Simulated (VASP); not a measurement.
Input of a VASP 6.6.1 run:

The input POSCAR:

```
SnTe                                    
1.0
    0.0000000000      3.1448388752      3.1448388752
    3.1448388752      0.0000000000      3.1448388752
    3.1448388752      3.1448388752      0.0000000000
  Sn              Te            
     1     1
Direct
     0.0000000000000000    0.0000000000000000    0.0000000000000000
     0.5000000000000000    0.5000000000000000    0.5000000000000000
```

File INCAR.step1:

```
SYSTEM = SnTe
PREC = Accurate
ENCUT = 520
EDIFF = 1E-5
ISMEAR = 0
SIGMA = 0.03
LREAL = .False.
LASPH = .True.
NELM = 80
ALGO = Normal
ISIF = 2
LWAVE = .True.
LCHARG = .False.
KPAR = 4
GGA = PE
```

Contents of INCAR.step2:

```
SYSTEM = SnTe
PREC = Accurate
ENCUT = 520
EDIFF = 1E-7
ISMEAR = 0
SIGMA = 0.03
LREAL = .False.
LASPH = .True.
NELM = 80
ALGO = Normal
ISIF = 2
LWAVE = .False.
LCHARG = .False.
GGA = PE
LHFCALC = .True.
HFSCREEN = 0.2
PRECFOCK = Fast
KPAR = 4
ISTART = 1
```

The input KPOINTS:

```
regular mesh
0
Gamma
  6 6 6
  0 0 0
```

KPOINTS_OPT

```
explicit points
6
Reciprocal
 0.0000000000  0.0000000000  0.0000000000 1
 0.3750000000  0.3750000000  0.7500000000 1
 0.5000000000  0.5000000000  0.5000000000 1
 0.6250000000  0.2500000000  0.6250000000 1
 0.5000000000  0.2500000000  0.7500000000 1
 0.5000000000  0.0000000000  0.5000000000 1
```

Potentials or basis: VASP PAW PBE potentials, release 64 (Sn_d, Te).

Command:

```sh
$ cat potpaw_PBE.64/Sn_d/POTCAR potpaw_PBE.64/Te/POTCAR > POTCAR
$ cp INCAR.step1 INCAR
$ mpirun -np 4 vasp_std > vasp.out
$ cp INCAR.step2 INCAR
$ mpirun -np 4 vasp_std > vasp.out
```

(1) Predict the band gap on the k mesh.

(2) What does it give for the band gap along the path?

## Answers

(1) 0.06 eV, direct.

(2) 0.06 eV, direct.

Caveat: spin-orbit coupling is left out, which moves the levels of the heavy elements.

**The experiment to reproduce.**

A printed reference work, textbook reports, for a bulk crystal of SnTe at 300 K: band gap 0.18 eV (direct).

Measured gap of SnTe: 0.18 eV (direct; 300 K; a printed reference work, textbook). This calculation gives 0.06 eV (-0.12 eV). Spin-orbit coupling on Sn, Te is left out. The value is that of HSE06, without temperature or zero-point motion.
